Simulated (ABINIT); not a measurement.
# ZrB2 (P6/mmm) in ABINIT: notebook

One crystal, ZrB2, is run at these levels: PBEsol, LDA; tasks: single point, relaxation of cell and atoms.

All numbers are computed with ABINIT 10.8.3 (patched build); they aren't measurements. Logs are shortened: lines on timing, memory, paths and dates and some standing lists are left out, and cuts for length are marked. The log counts tension as positive stress, the text compression.

### Step 1. Starting point

The structure is hexagonal, space group P6/mmm (No. 191). Conventional cell: a = 3.170 Å, b = 3.170 Å, c = 3.533 Å, α = 90.00°, β = 90.00°, γ = 120.00°. Around Zr (site symmetry 6/mmm) lie 12 B at 2.54 Å. B (site symmetry -6m2) has 3 B at 1.83 Å as nearest neighbours.

### Step 2. Single point, PBEsol

File run.abi:

```
# Pseudopotentials
pp_dirpath "./"
pseudos "Zr.GGA_PBE-JTH.xml, B.GGA_PBE-JTH.xml"

# Structure
acell 5.9904318151 5.9904318151 6.6764023983
rprim
     1.0000000000     0.0000000000     0.0000000000
    -0.5000000000     0.8660254038     0.0000000000
     0.0000000000     0.0000000000     1.0000000000
ntypat 2
znucl 40 5
natom 3
typat 1 2 2
xred
     0.0000000000     0.0000000000     0.0000000000
     0.6666666667     0.3333333333     0.5000000000
     0.3333333333     0.6666666667     0.5000000000

# Plane-wave basis
ecut 17.0
pawecutdg 34.0

# k points
kptopt 1
ngkpt 13 13 10
nshiftk 1
shiftk 0.0 0.0 0.0

# Exchange and correlation
ixc -116133

# Bands and occupations
nband 13
occopt 3
tsmear 0.00183747

# SCF cycle
nstep 100
tolvrs 1.0e-9

# Output
iomode 3
prtwf 0
prteig 0
prtebands 0
enunit 2
prtden 1
prtvha 1
prtvclmb 1
prtpot 1
```

Potentials or basis: JTH PAW PBE v2.0.

Launch:

```sh
> abinit run.abi > log 2>&1
```

run.abo:

```text
.Version 10.8.3 of ABINIT
 Symmetries : space group P6/m m m (#191); Bravais hP (primitive hexag.)
================================================================================
 Values of the parameters that define the memory need of the present run
     intxc =       0    ionmov =       0      iscf =      17    lmnmax =      18
     lnmax =       6     mgfft =      27  mpssoang =       3    mqgrid =    3001
     natom =       3  nloc_mem =       2    nspden =       1   nspinor =       1
    nsppol =       1      nsym =      24    n1xccc =       1    ntypat =       2
    occopt =       3   xclevel =       2
       mpw =         714          nfft =       15552          nkpt =         126
 PAW method is used; the additional fine FFT grid is defined by:
   mgfftf=        36    nfftf =     36864
================================================================================
================================================================================

--------------------------------------------------------------------------------
------------- Echo of variables that govern the present computation ------------
--------------------------------------------------------------------------------
 -outvars: echo values of preprocessed input variables --------
            acell      5.9904318151E+00  5.9904318151E+00  6.6764023983E+00 Bohr
              amu      9.12240000E+01  1.08110000E+01
             ecut      1.70000000E+01 Hartree
           enunit           2
                       outvar_i_n : Printing only first  50 k-points.
              ixc     -116133
                       outvar_i_n : Printing only first  50 k-points.
         kptrlatt       13    0    0      0   13    0      0    0   10
          kptrlen      6.67640240E+01
            natom           3
            nband          13
            ngfft          24      24      27
          ngfftdg          32      32      36
             nkpt         126
            nstep         100
             nsym          24
           ntypat           2
                       prtocc : prtvol=0, do not print more k-points.
           occopt           3
        pawecutdg      3.40000000E+01 Hartree
         pawxcdev           0
        prtebands           0
           prteig           0
           prtpot           1
         prtvclmb           1
           prtvha           1
            prtwf           0
            rprim      1.0000000000E+00  0.0000000000E+00  0.0000000000E+00
                      -5.0000000000E-01  8.6602540380E-01  0.0000000000E+00
                       0.0000000000E+00  0.0000000000E+00  1.0000000000E+00
          spgroup         191
           tolvrs      1.00000000E-09
           tsmear      1.83747000E-03 Hartree
            typat      1  2  2
           useylm           1
                       outvars : Printing only first  50 k-points.
           xangst      0.0000000000E+00  0.0000000000E+00  0.0000000000E+00
                       1.5849999989E+00  9.1510017607E-01  1.7664999988E+00
                       2.0239315388E-17  1.8302003521E+00  1.7664999988E+00
            xcart      0.0000000000E+00  0.0000000000E+00  0.0000000000E+00
                       2.9952159075E+00  1.7292887105E+00  3.3382011991E+00
                       3.8246763058E-17  3.4585774211E+00  3.3382011991E+00
             xred      0.0000000000E+00  0.0000000000E+00  0.0000000000E+00
                       6.6666666667E-01  3.3333333333E-01  5.0000000000E-01
                       3.3333333333E-01  6.6666666667E-01  5.0000000000E-01
            znucl       40.00000    5.00000

================================================================================

 chkinp: Checking input parameters for consistency.

================================================================================
== DATASET  1 ==================================================================

--- !DatasetInfo
iteration_state: {dtset: 1, }
dimensions: {natom: 3, nkpt: 126, mband: 13, nsppol: 1, nspinor: 1, nspden: 1, mpw: 714, }
cutoff_energies: {ecut:  17.0, pawecutdg:  34.0, }
electrons: {nelect:   1.80000000E+01, charge:   0.00000000E+00, occopt:   3.00000000E+00, tsmear:   1.83747000E-03, }
meta: {optdriver: 0, ionmov: 0, optcell: 0, iscf: 17, paral_kgb: 0, }
...

 Real(R)+Recip(G) space primitive vectors, cartesian coordinates (Bohr,Bohr^-1):
 R(1)=  5.9904318  0.0000000  0.0000000  G(1)=  0.1669329  0.0963787  0.0000000
 R(2)= -2.9952159  5.1878661  0.0000000  G(2)=  0.0000000  0.1927575  0.0000000
 R(3)=  0.0000000  0.0000000  6.6764024  G(3)=  0.0000000  0.0000000  0.1497813
 Unit cell volume ucvol=  2.0748628E+02 bohr^3
 Angles (23,13,12)=  9.00000000E+01  9.00000000E+01  1.20000000E+02 degrees

 Coarse grid specifications (used for wave-functions):

 getcut: wavevector=  0.0000  0.0000  0.0000  ngfft=  24  24  27
         ecut(hartree)=     17.000   => boxcut(ratio)=   2.09817

 Fine grid specifications (used for densities):

[... 67 lines left out ...]
pressure_GPa:  -4.1323E+00
xred      :
- [  0.0000E+00,   0.0000E+00,   0.0000E+00, Zr]
- [  6.6667E-01,   3.3333E-01,   5.0000E-01,  B]
- [  3.3333E-01,   6.6667E-01,   5.0000E-01,  B]
cartesian_forces: # hartree/bohr
- [  7.49151677E-30,   4.32522922E-30,  -0.00000000E+00, ]
- [  7.49151677E-30,  -8.65045844E-30,  -0.00000000E+00, ]
- [ -1.49830335E-29,   4.32522922E-30,  -0.00000000E+00, ]
force_length_stats: {min:   8.65045844E-30, max:   1.55948357E-29, mean:   1.18962584E-29, }
...

 Integrated electronic density in atomic spheres:
 ------------------------------------------------
 Atom  Sphere_radius  Integrated_density
    1        2.22030          9.12792543
    2        1.70617          1.80860206
    3        1.70617          1.80860206

================================================================================

 ----iterations are completed or convergence reached----

 Mean square residual over all n,k,spin=   12.812E-07; max=  30.691E-05
 reduced coordinates (array xred) for    3 atoms
       0.000000000000      0.000000000000      0.000000000000
       0.666666666667      0.333333333333      0.500000000000
       0.333333333333      0.666666666667      0.500000000000
 rms dE/dt=  5.4963E-29; max dE/dt=  1.3463E-28; dE/dt below (all hartree)
    1       0.000000000000      0.000000000000      0.000000000000
    2       0.000000000000      0.000000000000      0.000000000000
    3       0.000000000000     -0.000000000000      0.000000000000

 cartesian coordinates (angstrom) at end:
    1      0.00000000000000     0.00000000000000     0.00000000000000
    2      1.58499999893432     0.91510017606673     1.76649999880083
    3      0.00000000000000     1.83020035213346     1.76649999880083

 cartesian forces (hartree/bohr) at end:
    1      0.00000000000000     0.00000000000000    -0.00000000000000
    2      0.00000000000000    -0.00000000000000    -0.00000000000000
    3     -0.00000000000000     0.00000000000000    -0.00000000000000
 frms,max,avg= 7.0630697E-30 1.4983034E-29   0.000E+00  0.000E+00  0.000E+00 h/b

 cartesian forces (eV/Angstrom) at end:
    1      0.00000000000000     0.00000000000000    -0.00000000000000
    2      0.00000000000000    -0.00000000000000    -0.00000000000000
    3     -0.00000000000000     0.00000000000000    -0.00000000000000
 frms,max,avg= 3.6319765E-28 7.7045856E-28   0.000E+00  0.000E+00  0.000E+00 e/A
 length scales=  5.990431815100  5.990431815100  6.676402398300 bohr
              =  3.169999997869  3.169999997869  3.532999997602 angstroms
 Fermi (or HOMO) energy (hartree) =   0.45998   Average Vxc (hartree)=  -0.46167
 Eigenvalues (hartree) for nkpt= 126  k points:
 kpt#   1, nband= 13, wtk=  0.00059, kpt=  0.0000  0.0000  0.0000 (reduced coord)
  -1.32639   -0.52606   -0.50532   -0.50532   -0.01014    0.36047    0.36047    0.36047
   0.37136    0.58145    0.58145    0.61100    0.61100
      occupation numbers for kpt#   1
   2.00000    2.00000    2.00000    2.00000    2.00000    2.00000    2.00000    2.00000
   2.00000    0.00000    0.00000    0.00000    0.00000
 prteigrs : prtvol=0 or 1, do not print more k-points.

 Fermi (or HOMO) energy (eV) =  12.51659   Average Vxc (eV)= -12.56273
 Eigenvalues (   eV  ) for nkpt= 126  k points:
 kpt#   1, nband= 13, wtk=  0.00059, kpt=  0.0000  0.0000  0.0000 (reduced coord)
 -36.09299  -14.31492  -13.75059  -13.75059   -0.27601    9.80883    9.80901    9.80901
  10.10534   15.82214   15.82214   16.62612   16.62613
 prteigrs : prtvol=0 or 1, do not print more k-points.

--- !EnergyTerms
iteration_state     : {dtset: 1, }
comment             : Components of total free energy in Hartree
kinetic             :  1.57087758376714E+01
hartree             :  6.86773901303949E+00
xc                  : -9.06436601142576E+00
Ewald energy        : -4.82953939840230E+01
psp_core            :  2.08117476384155E+00
local_psp           : -3.20364825189836E+01
PAW spherical_terms :  1.14083345619735E+01
internal            : -5.33302183379064E+01
'-kT*entropy'       : -9.58386629971271E-05
total_energy        : -5.33303141765694E+01
total_energy_eV     : -1.45119177767814E+03
...

--- !EnergyTermsDC
iteration_state     : {dtset: 1, }
comment             : '"Double-counting" decomposition of free energy'
band_energy         : -3.12532455703205E+00
Ewald energy        : -4.82953939840230E+01
psp_core            :  2.08117476384155E+00
xc_dc               : -5.33375581787758E+00
PAW spherical_terms :  1.34308686024724E+00
internal            : -5.33302127348438E+01
'-kT*entropy'       : -9.58386629971271E-05
total_energy_dc     : -5.33303085735068E+01
total_energy_dc_eV  : -1.45119162521105E+03
...

--- !EnergyTermsWithPAWCore
iteration_state     : {dtset: 1, }
comment             : 'Components of total free energy, including PAW core contributions'
Total energy        : -3.64635414349458E+03
Total energy DC     : -3.64635413789151E+03
Total energy (eV)   : -9.92223509882641E+04
Total energy DC (eV): -9.92223508357970E+04
...

 Cartesian components of stress tensor (hartree/bohr^3)
  sigma(1 1)=  1.35015710E-04  sigma(3 2)=  0.00000000E+00
  sigma(2 2)=  1.35015710E-04  sigma(3 1)=  0.00000000E+00
  sigma(3 3)=  1.51326615E-04  sigma(2 1)=  0.00000000E+00

-Cartesian components of stress tensor (GPa)         [Pressure= -4.1323E+00 GPa]
- sigma(1 1)=  3.97229934E+00  sigma(3 2)=  0.00000000E+00
- sigma(2 2)=  3.97229933E+00  sigma(3 1)=  0.00000000E+00
- sigma(3 3)=  4.45218274E+00  sigma(2 1)=  0.00000000E+00

== END DATASET(S) ==============================================================
================================================================================

 -outvars: echo values of variables after computation  --------
            acell      5.9904318151E+00  5.9904318151E+00  6.6764023983E+00 Bohr
           etotal     -5.3330308574E+01
            fcart      7.4915167673E-30  4.3252292221E-30 -0.0000000000E+00
                       7.4915167673E-30 -8.6504584443E-30 -0.0000000000E+00
                      -1.4983033535E-29  4.3252292221E-30 -0.0000000000E+00
            rprim      1.0000000000E+00  0.0000000000E+00  0.0000000000E+00
                      -5.0000000000E-01  8.6602540380E-01  0.0000000000E+00
                       0.0000000000E+00  0.0000000000E+00  1.0000000000E+00
           strten      1.3501571018E-04  1.3501570982E-04  1.5132661545E-04
                       0.0000000000E+00  0.0000000000E+00  0.0000000000E+00
           xangst      0.0000000000E+00  0.0000000000E+00  0.0000000000E+00
                       1.5849999989E+00  9.1510017607E-01  1.7664999988E+00
                       2.0239315388E-17  1.8302003521E+00  1.7664999988E+00
             xred      0.0000000000E+00  0.0000000000E+00  0.0000000000E+00
                       6.6666666667E-01  3.3333333333E-01  5.0000000000E-01
                       3.3333333333E-01  6.6666666667E-01  5.0000000000E-01
 Calculation completed.
```

Run time: 36 s. Hardware: 1 thread of Arm Neoverse V1, shared host; peak memory 0.14 GiB.

Results:

* Free energy: -1451.1916 eV
* Pressure: -4.1 GPa
* Band gap on the k mesh: none (metal or under the smearing width)
* Valence electrons inside the program's atomic spheres: Zr 9.13; B 1.81

Levels at points of the mesh, in eV from the Fermi level:
```csv
k point,band 6,band 7,band 8,band 9,band 10,band 11,band 12,band 13
"(0.00, 0.00, 0.00)",-2.71,-2.71,-2.71,-2.41,3.31,3.31,4.11,4.11
"(0.00, 0.00, 0.50)",-7.06,-1.02,-1.02,0.22,0.22,0.68,0.68,1.73
```

Caveat: the PAW data sets were made with another functional, which shifts forces and pressure a little.

### Step 3. Single point, PBEsol

run.abi, as its differences from that of step 2:

```diff
@@ -5,7 +5,7 @@
 # Structure
-acell 5.9904318151 5.9904318151 6.6764023983
+acell 3*1.0 Angstrom
 rprim
-     1.0000000000     0.0000000000     0.0000000000
-    -0.5000000000     0.8660254038     0.0000000000
-     0.0000000000     0.0000000000     1.0000000000
+     3.1700000000     0.0000000000     0.0000000000
+    -1.5850000000     2.7453005300     0.0000000000
+     0.0000000000     0.0000000000     3.5330000000
 ntypat 2
@@ -25,3 +25,3 @@
 kptopt 1
-ngkpt 13 13 10
+ngkpt 6 6 5
 nshiftk 1
@@ -46,3 +46,3 @@
 prtebands 0
-enunit 2
+enunit 1
 prtden 1
```

Potentials or basis: JTH PAW PBE v2.0.

Launch:

```sh
> abinit run.abi > log 2>&1
```

Run time: 11 s. Hardware: 1 thread of Arm Neoverse V2, shared host; peak memory 0.11 GiB.

Results (log left out):

| Item | Value |
| --- | --- |
| Free energy | -1451.1451 eV |
| Pressure | -3.9 GPa |
| Band gap on the k mesh | none (metal or under the smearing width) |
| Valence electrons inside the program's atomic spheres | Zr 9.13; B 1.81 |

Stress tensor (GPa, compression positive):
```
-3.21  0.00  0.00
 0.00 -3.21  0.00
 0.00  0.00 -5.40
```

Levels at points of the mesh, in eV from the Fermi level:
| k point | band 5 | band 6 | band 7 | band 8 | band 9 | band 10 | band 11 | band 12 | band 13 |
| --- | --- | --- | --- | --- | --- | --- | --- | --- | --- |
| (0.00, 0.00, 0.00) | -12.35 | -2.26 | -2.26 | -2.26 | -1.97 | 3.75 | 3.75 | 4.56 | 4.56 |
| (0.50, 0.00, 0.00) | -8.60 | -8.10 | -3.54 | -2.69 | -2.35 | 2.61 | 2.65 | 5.32 | 5.38 |

Caveat: the k mesh is coarse (spacing up to 0.38 Å⁻¹), so the values aren't converged; the PAW data sets were made with another functional, which shifts forces and pressure a little.

### Step 4. Relaxation of cell and atoms, LDA, target pressure 1 GPa, at which the enthalpy is minimised

File run.abi:

```
# Pseudopotentials
pp_dirpath "./"
pseudos "Zr.LDA_PW-JTH.xml, B.LDA_PW-JTH.xml"

# Structure
acell 3.17 3.17 3.533 Angstrom
rprim
     1.0000000000     0.0000000000     0.0000000000
    -0.5000000000     0.8660254038     0.0000000000
     0.0000000000     0.0000000000     1.0000000000
ntypat 2
znucl 40 5
natom 3
typat 1 2 2
xred
     0.0000000000     0.0000000000     0.0000000000
     0.6666666667     0.3333333333     0.5000000000
     0.3333333333     0.6666666667     0.5000000000
chkprim 0
chksymtnons 0
tolsym 1.0e-6

# Plane-wave basis
ecut 17.0
pawecutdg 34.0

# k points
kptopt 1
ngkpt 10 10 8
nshiftk 1
shiftk 0.0 0.0 0.0

# Exchange and correlation
ixc 7

# Bands and occupations
nband 13
occopt 3
tsmear 0.05 eV

# SCF cycle
nstep 100
tolvrs 1.0e-9

# Output
iomode 3
prtwf 0
prtden 0
prteig 0
prtebands 0

# Relaxation
ionmov 2
ntime 60
tolmxf 0.0001
optcell 2
dilatmx 1.08
ecutsm 0.5
strtarget 3*-3.398931e-05 3*0.0
```

Potentials or basis: JTH PAW LDA v2.0.

Launch:

```sh
> abinit run.abi > log 2>&1
```

Run time: 83 s. Hardware: 1 thread of Arm Neoverse V2, shared host; peak memory 0.11 GiB.

Results (log left out):

```yaml
Free_energy: -1457.3388 eV
Relaxed_volume: 9.85 Å³/atom
Relaxed_cell: a = 3.128 Å, b = 3.128 Å, c = 3.487 Å, α = 90.00°, β = 90.00°, γ = 120.00°
Space_group_after_relaxing_to_0.05_Å: P6/mmm (No. 191)
Energy_change_on_relaxing_the_enthalpy_is_what_falls: -10.1 meV/atom
Ionic_steps: 6
Pressure_after_relaxing: 1.0 GPa
Band_gap_on_the_k_mesh: none (metal or under the smearing width)
```

Step by step:
```tsv
step	energy change (eV)	largest force (eV/Å)	pressure (GPa)	volume (Å³)
1	0.0000	0.0000	-8.75	30.75
2	-0.0297	0.0000	-1.53	29.84
3	-0.0301	0.0000	1.12	29.54
4	-0.0302	0.0000	1.00	29.55
5	-0.0302	0.0000	0.98	29.55
6	-0.0302	0.0000	0.99	29.55
```

Final structure:
```
Zr B
1.0
     3.12797    0.00000    0.00000
    -1.56399    2.70890    0.00000
     0.00000    0.00000    3.48740
Zr B
1 2
Cartesian
  0.0000 0.0000 0.0000
  1.5640 0.9030 1.7437
  0.0000 1.8059 1.7437
```

Levels at points of the mesh, in eV from the Fermi level:
```
           k point  band 6  band 7  band 8  band 9  band 10  band 11  band 12  band 13
(0.00, 0.00, 0.00)   -2.60   -2.60   -2.58   -2.18     3.66     3.66     4.45     4.45
(0.50, 0.00, 0.00)   -8.25   -3.92   -2.97   -2.69     2.42     2.51     5.28     5.39
(0.00, 0.00, 0.50)   -6.94   -0.86   -0.86    0.44     0.44     0.90     0.90     1.99
(0.50, 0.00, 0.50)   -6.82   -4.63   -4.15   -1.75     4.01     4.50     5.68     6.72
```

Caveat: the atomic spheres overlap. LDA usually gives volumes a few per cent too small.

### Step 5. Single point, PBEsol

run.abi, as its differences from that of step 4:

```diff
@@ -2,3 +2,3 @@
 pp_dirpath "./"
-pseudos "Zr.LDA_PW-JTH.xml, B.LDA_PW-JTH.xml"
+pseudos "Zr.GGA_PBE-JTH.xml, B.GGA_PBE-JTH.xml"
 
@@ -18,5 +18,2 @@
      0.3333333333     0.6666666667     0.5000000000
-chkprim 0
-chksymtnons 0
-tolsym 1.0e-6
 
@@ -28,3 +25,3 @@
 kptopt 1
-ngkpt 10 10 8
+ngkpt 4 4 3
 nshiftk 1
@@ -33,3 +30,3 @@
 # Exchange and correlation
-ixc 7
+ixc -116133
 
@@ -50,10 +47 @@
 prtebands 0
-
-# Relaxation
-ionmov 2
-ntime 60
-tolmxf 0.0001
-optcell 2
-dilatmx 1.08
-ecutsm 0.5
-strtarget 3*-3.398931e-05 3*0.0
```

Potentials or basis: JTH PAW PBE v2.0.

Launch:

```sh
> abinit run.abi > log 2>&1
```

Wall time 9.3 s (1 thread of Arm Neoverse V2, shared host); peak memory 0.11 GiB.

It converged, with:

```yaml
Free_energy: -1451.1419 eV
Pressure: -3.9 GPa
Band_gap_on_the_k_mesh: none (metal or under the smearing width)
Valence_electrons_inside_the_program's_atomic_spheres: Zr 9.13; B 1.81
```

Stress tensor (GPa, compression positive):
```
-3.74  0.00  0.00
 0.00 -3.74  0.00
 0.00  0.00 -4.23
```

Levels at points of the mesh, in eV from the Fermi level:
```tsv
k point	band 7	band 8	band 9	band 10	band 11	band 12
(0.00, 0.00, 0.00)	-2.99	-2.99	-2.68	3.00	3.00	3.81
(0.50, 0.00, 0.00)	-4.27	-3.40	-3.10	1.90	1.90	4.55
```

Caveat: the k mesh is coarse (spacing up to 0.59 Å⁻¹), so the values aren't converged; the PAW data sets were made with another functional, which shifts forces and pressure a little.

### Step 6. Summary

| task | level | potentials or basis | cell | k mesh | cell freedom (optcell) | cutoff smearing ecutsm (Ha) | optimiser (ionmov) | force stop (Ha/bohr) | mesh quality | gap on the mesh (eV) | pressure (GPa) |
| --- | --- | --- | --- | --- | --- | --- | --- | --- | --- | --- | --- |
| single point | PBEsol | JTH PAW PBE v2.0 | as given | 13 × 13 × 10 | - | - | - | - | not flagged | none | -4.1 |
| single point | PBEsol | JTH PAW PBE v2.0 | as given | 6 × 6 × 5 | - | - | - | - | coarse | none | -3.9 |
| relaxation of cell and atoms | LDA | JTH PAW LDA v2.0 | relaxed to 1 GPa | 10 × 10 × 8 | 2 | 0.5 | 2 | 0.0001 | not flagged | none | 1.0 |
| single point | PBEsol | JTH PAW PBE v2.0 | as given | 4 × 4 × 3 | - | - | - | - | coarse | none | -3.9 |

Alike in all rows: no spin polarisation; cutoff (eV) 463; smearing fermi-dirac 0.05 eV.

Caveats: some runs use coarse meshes; the PAW data sets were made with another functional, which shifts forces and pressure a little (some runs); the atomic spheres overlap (some runs).

Absolute energies hang on the potentials; compare differences alone.
